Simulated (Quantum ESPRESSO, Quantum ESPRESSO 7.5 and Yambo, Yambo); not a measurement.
# KBr (Fm-3m): a self-consistent loop beyond G0W0, cycle by cycle

Aim: iterate the self-energy on KBr (Fm-3m) and follow the gap from cycle to cycle.

Main program and level: Quantum ESPRESSO 7.5 and Yambo 5.3.0; PBE and many-body steps on it, plane waves.

## (1) Set-up

It takes space group Fm-3m (No. 225, cubic). Conventional cell: a = 6.600 Å, b = 6.600 Å, c = 6.600 Å, α = 90.00°, β = 90.00°, γ = 90.00°. Nearest to K lie 6 Br at 3.30 Å. Br has 6 K at 3.30 Å nearest. Farther neighbours and most contacts between anions are not listed.

The cell and positions come from the Crystallography Open Database and are kept as given unless a step says otherwise.

## (2) Empty states on the mesh, 4×4×4 mesh, 57 bands

This step: Quantum ESPRESSO 7.5; DFT, PBE, plane waves, norm-conserving pseudopotentials.

The sums over transitions need many empty states on a uniform mesh; this step solves for them.

The input, pw.in:

```
&control
  calculation = 'nscf'
  prefix = 'x'
  outdir = 'o'
  pseudo_dir = 'pseudo'
/
&system
  ibrav = 0
  nat = 2
  ntyp = 2
  ecutwfc = 66.0
  nbnd = 57
  force_symmorphic = .true.
/
&electrons
  conv_thr = 1e-9
  electron_maxstep = 80
  diago_full_acc = .true.
  diago_thr_init = 5e-6
/
ATOMIC_SPECIES
  K 39.098 K.upf
  Br 79.904 Br.upf
CELL_PARAMETERS angstrom
  0.0000000000 3.3000000000 3.3000000000
  3.3000000000 0.0000000000 3.3000000000
  3.3000000000 3.3000000000 0.0000000000
ATOMIC_POSITIONS crystal
  K 0.0000000000 0.0000000000 0.0000000000
  Br 0.5000000000 0.5000000000 0.5000000000
K_POINTS automatic
  4 4 4 0 0 0
```

On the command line:

```bash
$ OMP_NUM_THREADS=1 mpirun -n 4 pw.x -nk 4 -in pw.in > pw.out
```

Output:

```text
Program PWSCF v.7.5 starts

     This program is part of the open-source Quantum ESPRESSO suite
     for quantum simulation of materials; please cite
         "P. Giannozzi et al., J. Phys.:Condens. Matter 21 395502 (2009);
         "P. Giannozzi et al., J. Phys.:Condens. Matter 29 465901 (2017);
         "P. Giannozzi et al., J. Chem. Phys. 152 154105 (2020);
     in publications or presentations arising from this work. More details at

     Atomic positions and unit cell read from directory:
     o/x.save/

     Message from routine setup:
[...]
42.0195

          k =-0.3536-0.3536 0.3536 (  4398 PWs)   bands (ev):

[...]
33.0098  33.0098  34.7264  35.1776  35.1776  35.3532  36.5143  37.8553
    37.8553  39.0671  39.0671  40.1499  40.9108  41.3698  41.3698  42.3206
    44.2718

          k = 0.3536 0.0000 0.0000 (  4360 PWs)   bands (ev):

     [... further k-points ...]

     highest occupied, lowest unoccupied level (ev):     1.1165    5.5524

     XML data file, pseudopotentials, collected wavefunctions

=------------------------------------------------------------------------------=
   JOB DONE.
=------------------------------------------------------------------------------=
```

Wall time 4 s (4 MPI ranks of Arm Neoverse V2, shared host); peak memory 0.3 GiB; 16 s of CPU time.

Numbers from this step:

```yaml
gap: 4.436 eV
k_of_the_valence_top: 0, 0, 0
k_of_the_conduction_bottom: 0, 0, 0
least_direct_gap: 4.436 eV
k_points_computed: 8
lowest_point_of_the_top_converged_band_above_the_valence_top: 38.27 eV
```

On this mesh the gap is 4.436 eV.

The density comes from a self-consistent run that is not shown.

## (3) Conversion and set-up

This step: Yambo 5.3.0; conversion and set-up on PBE, plane waves, norm-conserving pseudopotentials.

The states are converted to the many-body program's format and the q mesh is built.

On the command line:

```bash
$ (cd o/x.save; p2y > p2y.log; mv SAVE ../..); yambo > setup.log
```

Output:

```text
 Yambo, version 5.3.0

 [02] CORE Variables Setup
 =========================

  [02.01] Unit cells
  ==================

  Cell kind             :  FCC
  Atoms in the cell     :  K  Br
  number of K  atoms    :  1
  number of Br atoms    :  1

  List of atomic masses
  Mass of K     :  39.09800
  Mass of Br    :  79.90400

  List of atomic coordinates    : [cc]
  K1       :  0.000000  0.000000  0.000000  order 1
  Br1       :  6.236096  6.236096  6.236096  order 2

  Alat factors          :  6.236096  6.236096  6.236096 [a.u.]
  Direct lattice volume :  485.0298 [a.u.]
[...]
==========================================

 IBZ Q-points                                      :   8
 BZ  Q-points                                      :   64

 K/Q-points units:
 rlu = crystal or reduced units; cc = cartesian coordinates; iku = interal k-units

 Q [1]          [rlu]:  0.000000  0.000000  0.000000
 Q [2]          [rlu]: -0.15345E-16  0.40166E-16  0.25000
 Q [3]          [rlu]:  0.30690E-16 -0.80332E-16 -0.50000
[...]
Q [7]          [rlu]:  0.92343E-17 -0.50000     -0.50000
 Q [8]          [rlu]:  0.250000 -0.500000 -0.250000

  [03.01] X indexes
  =================

   [03.01.01] Sigma indexes
   ========================

 [06] Game Over & Game summary
```

The job ended after 2.5 s (1 MPI rank; peak memory 0.25 GiB).

## (4) G0W0

G0W0 replaces the xc potential by the self-energy, built once from these orbitals. Only a window of levels is corrected, while the sums run over the empty bands that the input names.

This step: G0W0 on PBE, plane waves, norm-conserving pseudopotentials.

The input, gw1.in:

```
HF_and_locXC
gw0
dyson
ppa
em1d
rim_cut
RandQpts= 1000000
RandGvec= 1 RL
EXXRLvcs= 66 Ry
VXCRLvcs= 264 Ry
Chimod= "HARTREE"
% BndsRnXp
 1 | 57 |
%
NGsBlkXp= 6 Ry
% LongDrXp
 1 | 1 | 1 |
%
% GbndRnge
 1 | 57 |
%
DysSolver= "n"
ExtendOut
PPAPntXp= 27.21138 eV
% QPkrange
 1 | 8 | 3 | 12 |
%
```

On the command line:

```bash
$ OMP_NUM_THREADS=1 mpirun -n 4 yambo -F gw1.in -J gw1 -C gw1 > gw1.log
```

Output:

```text
 Yambo, version 5.3.0

 [02] CORE Variables Setup
 =========================

  [... cell, symmetries and grids as in the set-up ...]

  [02.05] Energies & Occupations
  ==============================

  [X] === General ===
  [X] Electronic Temperature                        :  0.000000  0.000000 [eV K]
  [X] Bosonic    Temperature                        :  0.000000  0.000000 [eV K]
  [X] Finite Temperature mode                       : no
  [X] El. density                                   :  0.22261E+24 [cm-3]
  [X] Fermi Level                                   :  1.116510 [eV]

  [X] === Gaps and Widths ===
  [X] Conduction Band Min                           :  4.435891 [eV]
  [X] Valence Band Max                              :  0.000000 [eV]
  [X] Filled Bands                                  :   8
  [X] Empty Bands                                   :    9   57
  [X] Direct Gap                                    :  4.435891 [eV]
  [X] Direct Gap localized at k                     :  1
  [X] Indirect Gap                                  :  4.435891 [eV]
  [X] Indirect Gap between kpts                     :  1  1
  [X] Last valence band width                       :  0.536238 [eV]
  [X] 1st conduction band width                     :  2.953290 [eV]

 [03] Transferred momenta grid and indexing
 ==========================================

 IBZ Q-points                                      :   8
 BZ  Q-points                                      :   64

 K/Q-points units:
 rlu = crystal or reduced units; cc = cartesian coordinates; iku = interal k-units

 Q [1]          [rlu]:  0.000000  0.000000  0.000000
 Q [2]          [rlu]: -0.15345E-16  0.40166E-16  0.25000
 Q [3]          [rlu]:  0.30690E-16 -0.80332E-16 -0.50000
 Q [4]          [rlu]: -0.46171E-17  0.25000      0.25000
 Q [5]          [rlu]: -0.20915E-17  0.25000      0.50000
 Q [6]          [rlu]: -0.24821E-16  0.25000     -0.25000
 Q [7]          [rlu]:  0.92343E-17 -0.50000     -0.50000
 Q [8]          [rlu]:  0.250000 -0.500000 -0.250000

 [04] Coloumb potential Random Integration (RIM)
 ===============================================

  [04.01] RIM initialization
  ==========================

  * Diagonal components only detected *

  8 x (sBL volume)        :  0.063927 [a.u.]
  sBZ random points       :  1000000
  Points outside the sBZ  :   7968281
  RL volume               :  0.511412 [a.u.]
  Integrated volume       :  0.513448 [a.u.]

  [04.02] RIM integrals
  =====================

  Gamma point sphere radius             :  0.072529 [a.u.]
  Points outside the sphere             :   800476
  [Int_sBZ(q=0) 1/q^2]*(Vol_sBZ)^(-1/3) =:  7.776341
                                 should be <:  7.795600

  Summary of Coulomb integrals for non-metallic bands |Q|[au] RIM/Bare

  Q [1] 0.100000E-4 0.997530 * Q [2] 0.218141 1.068480
  Q [4] 0.251888 1.066792 * Q [6] 0.356223 1.029814
  Q [5] 0.417709 1.022655 * Q [3] 0.436282 1.020683
  Q [7] 0.503776 1.017590 * Q [8] 0.563238 1.014367

 [05] Dipoles
 ============

  [05.01] Setup: observables and procedures
  =========================================

 [06] Dynamic Dielectric Matrix (PPA)
 ====================================

 [WR./gw1//ndb.pp]---------------------------------------------------------------
  Brillouin Zone Q/K grids (IBZ/BZ)                :    8   64    8   64
  RL vectors                                       :   5329 [WF]
  Coulomb cutoff potential                         : none
  Electronic Temperature                           :  0.000000 [K]
  Bosonic    Temperature                           :  0.000000 [K]
  PPA    diel. fun.  energies                      : Perdew, Burke & Ernzerhof(X)+Perdew, Burke & Ernzerhof(C)
  wavefunctions                                    : Perdew, Burke & Ernzerhof(X)+Perdew, Burke & Ernzerhof(C)
  Global Gauge                                     : length
  X matrix size                                    :  137
  X band range                                     :    1   57
  X e/h energy range                               : -1.000000 -1.000000 [eV]
  X Time ordering                                  : R
  X Hxc Kernel                                     : HARTREE
  X Drude frequency                                :  0.000000  0.000000
  X poles                                          :  100.0000 [o/o]
  RL vectors in the sum                            :   5329
  [r,Vnl] included                                 : yes
  Field direction                                  :  0.577350E-5  0.577350E-5  0.577350E-5
  BZ energy Double Grid                            : no
  BZ energy DbGd points                            : 0
  BZ Q point size factor                           : -1.000000
  X Optical Averaged directions                    : none

 [07] Local Exchange-Correlation + Non-Local Fock
 ================================================

 [VXC] Plane waves :   35149
 [EXS] Plane waves :   4573

 QP @ state[ 1 ] K range:   1   8
 QP @ state[ 1 ] b range:   3  12

 [xc] Functional : Perdew, Burke & Ernzerhof(X)+Perdew, Burke & Ernzerhof(C)
 [xc] LIBXC used to calculate xc functional
  PP Number of Atomic Species                      :  2
  NLCC RL compoments                               :   35149
  PP Number of Atomic Species                      :  2
  NLCC RL compoments                               :   35149

 [xc] E_xc :  -7.007144 [Ha]
      E_xc :  -14.01429 [Ry]

  Local XC kind (lXC) : Perdew, Burke & Ernzerhof(X)+Perdew, Burke & Ernzerhof(C)
  Non-Local XC kind (nlXC) : Hartree-Fock

  Corrections @ K [1] :  [eV]
 <3|nlXC|3> = -24.85443  0.32581E-16 <3|lXC|3> = -17.88555  0.37762E-15
 <4|nlXC|4> = -24.85453  0.98355E-17 <4|lXC|4> = -17.88554 -0.94412E-16
 <5|nlXC|5> = -24.85453 -0.20843E-16 <5|lXC|5> = -17.88555  0.37757E-15
 <6|nlXC|6> = -16.53822  0.38741E-17 <6|lXC|6> = -12.76049 -0.18882E-15
 <7|nlXC|7> = -16.53826  0.17600E-16 <7|lXC|7> = -12.76049  0.41329E-20
 <8|nlXC|8> = -16.53814 -0.26385E-17 <8|lXC|8> = -12.76049  0.18882E-15
[...]
Corrections @ K [2] :  [eV]
[...]
Corrections @ K [3] :  [eV]
[...]
Corrections @ K [4] :  [eV]
[...]
Corrections @ K [5] :  [eV]
[...]
[... 2 further k-points ...]
  Corrections @ K [8] :  [eV]
[...]
<10|nlXC|10> = -3.581321  0.31162E-18 <10|lXC|10> = -7.773242 -0.64894E-16
 <11|nlXC|11> = -3.908558  0.10742E-17 <11|lXC|11> = -8.351924  0.16520E-15
 <12|nlXC|12> = -4.440875  0.40026E-18 <12|lXC|12> = -9.801482  0.69006E-20

  [07.01] Hartree-Fock occupations report
  =======================================

  [Hartree-Fock] === General ===
  [Hartree-Fock] Electronic Temperature             :  0.000000  0.000000 [eV K]
  [Hartree-Fock] Bosonic    Temperature             :  0.000000  0.000000 [eV K]
  [Hartree-Fock] Finite Temperature mode            : no
  [Hartree-Fock] El. density                        :  0.22261E+24 [cm-3]
  [Hartree-Fock] Fermi Level                        :  1.116510 [eV]

  [Hartree-Fock] === Gaps and Widths ===
  [Hartree-Fock] Conduction Band Min                :  7.975233 [eV]
  [Hartree-Fock] Valence Band Max                   : -3.777654 [eV]
  [Hartree-Fock] Filled Bands                       :   8
  [Hartree-Fock] Empty Bands                        :    9   57
  [Hartree-Fock] Direct Gap                         :  11.75289 [eV]
  [Hartree-Fock] Direct Gap localized at k          :  1
  [Hartree-Fock] Indirect Gap                       :  11.75289 [eV]
  [Hartree-Fock] Indirect Gap between kpts          :  1  1
  [Hartree-Fock] Last valence band width            :  0.695599 [eV]
  [Hartree-Fock] 1st conduction band width          :  3.606192 [eV]

 [08] Dyson equation: Newton solver
 ==================================

  [08.01] G0W0 (W PPA)
  ====================

  [  GW  ] Bands range     :    1   57
  [GW/PPA] G damping       :  0.100000 [eV]

  QP @ state[ 1 ] K range:   1   8
  QP @ state[ 1 ] b range:   3  12

   Sc/G bands                                       :    1   57
   Sc/G damping                                     :  0.100000 ev
   Sc bands terminator                              : no
   Sx RL components                                 :   4573

   QP @ state[ 1 ] K range                          :   1   8
   QP @ state[ 1 ] b range                          :   3  12
   GF energies kind                                 : Perdew, Burke & Ernzerhof(X)+Perdew, Burke & Ernzerhof(C)
   GF WF`s kind                                     : Perdew, Burke & Ernzerhof(X)+Perdew, Burke & Ernzerhof(C)
   Xs energies kind                                 : Perdew, Burke & Ernzerhof(X)+Perdew, Burke & Ernzerhof(C)
   Xs WF`s kind                                     : Perdew, Burke & Ernzerhof(X)+Perdew, Burke & Ernzerhof(C)

 [11] Game Over & Game summary
```

Elapsed: 92 s, on 4 MPI ranks; peak memory 1.6 GiB; 6.1 min of CPU time.

Numbers from this step:

| Quantity | Value |
| --- | --- |
| G0W0 gap on the mesh | 6.683 eV |
| starting gap on the mesh | 4.436 eV |
| k of the valence top | 0, 0, 0 |
| k of the conduction bottom | 0, 0, 0 |
| least direct G0W0 gap on the computed points | 6.683 eV |
| Z at the valence top | 0.8294 |
| Z at the conduction bottom | 0.8752 |

The gap on the mesh goes from 4.44 eV to 6.68 eV, a correction of +2.25 eV.

## (5) evGW0, cycle 1

This step: evGW0 on PBE, plane waves, norm-conserving pseudopotentials.

gw2.in, as its differences from gw1.in of step 4:

```diff
@@ -27 +27,2 @@
 %
+GfnQPdb= "E < ./gw1/ndb.QP"
```

On the command line:

```bash
$ OMP_NUM_THREADS=1 mpirun -n 4 yambo -F gw2.in -J gw2,gw1_W -C gw2 > gw2.log
```

Output:

```text
 Yambo, version 5.3.0

 [02] CORE Variables Setup
 =========================

  [... cell, symmetries and grids as in the set-up ...]

  [02.05] Energies & Occupations
  ==============================

  [X] === General ===
  [X] Electronic Temperature                        :  0.000000  0.000000 [eV K]
  [X] Bosonic    Temperature                        :  0.000000  0.000000 [eV K]
  [X] Finite Temperature mode                       : no
  [X] El. density                                   :  0.22261E+24 [cm-3]
  [X] Fermi Level                                   :  1.116510 [eV]

  [X] === Gaps and Widths ===
  [X] Conduction Band Min                           :  4.435891 [eV]
  [X] Valence Band Max                              :  0.000000 [eV]
  [X] Filled Bands                                  :   8
  [X] Empty Bands                                   :    9   57
  [X] Direct Gap                                    :  4.435891 [eV]
  [X] Direct Gap localized at k                     :  1
  [X] Indirect Gap                                  :  4.435891 [eV]
  [X] Indirect Gap between kpts                     :  1  1
  [X] Last valence band width                       :  0.536238 [eV]
  [X] 1st conduction band width                     :  2.953290 [eV]

 [03] Transferred momenta grid and indexing
 ==========================================

 IBZ Q-points                                      :   8
 BZ  Q-points                                      :   64

 K/Q-points units:
 rlu = crystal or reduced units; cc = cartesian coordinates; iku = interal k-units

 Q [1]          [rlu]:  0.000000  0.000000  0.000000
 Q [2]          [rlu]: -0.15345E-16  0.40166E-16  0.25000
 Q [3]          [rlu]:  0.30690E-16 -0.80332E-16 -0.50000
[...]
[G+QP] Direct Gap localized at k                  :  1
  [G+QP] Indirect Gap                               :  6.683798 [eV]
  [G+QP] Indirect Gap between kpts                  :  1  1
  [G+QP] Last valence band width                    :  0.663872 [eV]
  [G+QP] 1st conduction band width                  :  3.485663 [eV]

  [coarse-grid] Minimum Bare Gap        [ev]:  4.435891
  [coarse-grid] Minimum Gap Correction  [ev]:  2.247907

  Eqp @ K [1]
   -31.3868     -13.9215     -12.9539     -12.9539     -12.9558    -0.566643E-3   0.00000    -0.100618E-2
    6.68279  10.75273  10.75249  10.75299  11.64667  11.64667  15.81919  20.17587
  Eqp @ K [2]
  -31.38357 -14.03047 -12.95603 -12.95728 -12.38166  -0.83342  -0.20726  -0.20752
[...]
Eqp @ K [3]
[...]
Eqp @ K [4]
[...]
Eqp @ K [5]
[...]
[... 2 further k-points ...]
  Eqp @ K [8]
  -31.37852 -13.92031 -13.02817 -13.03674 -12.19248  -0.75990  -0.76045  -0.66488
   10.16845  10.16765  11.13749  12.54941  14.61905  14.68795  14.98903  15.93475

 [07] Dipoles
 ============

  [07.01] Setup: observables and procedures
  =========================================

 [08] Dynamic Dielectric Matrix (PPA)
 ====================================

   Sc/G bands                                       :    1   57
   Sc/G damping                                     :  0.100000 ev
   Sc bands terminator                              : no
   Sx RL components                                 :   4573

   QP @ state[ 1 ] K range                          :   1   8
   QP @ state[ 1 ] b range                          :   3  12
   GF energies kind                                 : Perdew, Burke & Ernzerhof(X)+Perdew, Burke & Ernzerhof(C)+ E < ./gw1/ndb.QP + @E Fit
   GF WF`s kind                                     : Perdew, Burke & Ernzerhof(X)+Perdew, Burke & Ernzerhof(C)
   Xs energies kind                                 : Perdew, Burke & Ernzerhof(X)+Perdew, Burke & Ernzerhof(C)
   Xs WF`s kind                                     : Perdew, Burke & Ernzerhof(X)+Perdew, Burke & Ernzerhof(C)

 [13] Game Over & Game summary
```

It took 81 s on 4 MPI ranks; peak memory 1.7 GiB.

This step gave:

| Quantity | Value |
| --- | --- |
| quasiparticle gap on the mesh | 6.895 eV |
| gap of the density functional on the mesh | 4.436 eV |
| k of the valence top | 0, 0, 0 |
| k of the conduction bottom | 0, 0, 0 |
| least direct quasiparticle gap on the computed points | 6.895 eV |
| Z at the valence top | 0.8372 |
| Z at the conduction bottom | 0.8968 |

Against G0W0 in Yambo (4×4×4 mesh, 57 bands, screening to 81.6 eV, Godby-Needs plasmon pole), the gap moves by +0.212 eV.

The program's own table gives 7.126 eV, which is too large where the input levels are shifted: this version takes Σc at the unshifted level E₀, yet steps from the shifted one. The value above is the Newton step from E₀, E₀ + Z(Σc + Σx − Vxc), rebuilt from the printed columns.

## (6) evGW0, cycle 2

The corrected levels of the last cycle go back in.

gw3.in, as its differences from gw2.in of step 5:

```diff
@@ -27,2 +27,2 @@
 %
-GfnQPdb= "E < ./gw1/ndb.QP"
+GfnQPdb= "E < ./gw2_fix/ndb.QP"
```

On the command line:

```bash
$ OMP_NUM_THREADS=1 mpirun -n 4 yambo -F gw3.in -J gw3,gw1_W -C gw3 > gw3.log
```

Output:

```text
 Yambo, version 5.3.0

 [02] CORE Variables Setup
 =========================

  [... cell, symmetries and grids as in the set-up ...]

  [02.05] Energies & Occupations
  ==============================

  [X] === General ===
  [X] Electronic Temperature                        :  0.000000  0.000000 [eV K]
  [X] Bosonic    Temperature                        :  0.000000  0.000000 [eV K]
  [X] Finite Temperature mode                       : no
  [X] El. density                                   :  0.22261E+24 [cm-3]
[...]
Sx RL components                                 :   4573

   QP @ state[ 1 ] K range                          :   1   8
   QP @ state[ 1 ] b range                          :   3  12
   GF energies kind                                 : Perdew, Burke & Ernzerhof(X)+Perdew, Burke & Ernzerhof(C)+ E < ./gw1/ndb.QP + @E Fit+ E < ./gw2_fix/
   GF WF`s kind                                     : Perdew, Burke & Ernzerhof(X)+Perdew, Burke & Ernzerhof(C)
   Xs energies kind                                 : Perdew, Burke & Ernzerhof(X)+Perdew, Burke & Ernzerhof(C)
   Xs WF`s kind                                     : Perdew, Burke & Ernzerhof(X)+Perdew, Burke & Ernzerhof(C)

 [13] Game Over & Game summary
```

Wall time 81 s (4 MPI ranks); peak memory 1.6 GiB; 5.4 min of CPU time.

This step gave:

```yaml
quasiparticle_gap_on_the_mesh: 6.916 eV
gap_of_the_density_functional_on_the_mesh: 4.436 eV
k_of_the_valence_top: 0, 0, 0
k_of_the_conduction_bottom: 0, 0, 0
least_direct_quasiparticle_gap_on_the_computed_points: 6.916 eV
```

Against the cycle before, the gap moves by +0.021 eV.

The program's own table gives 7.164 eV, which is too large where the input levels are shifted: this version takes Σc at the unshifted level E₀, yet steps from the shifted one. The value above is the Newton step from E₀, E₀ + Z(Σc + Σx − Vxc), rebuilt from the printed columns.

[end of part 1 of 2]

[Paths, hosts, dates, memory and timing lines, banners, echoed tables and standing remarks are left out of the program output.]

[Logs are printed without paths, hosts, clocks, repeated set-up lines and the standing remarks that a program may print on its own settings, such as how far it seeks lower states.]

[Runs of the session that timed out or met a known fault of the program may be left out.]

[Hosts, paths, dates, database ids (printed as entryN), source tags and the programs' standing remarks are cut or masked in the printed files.]
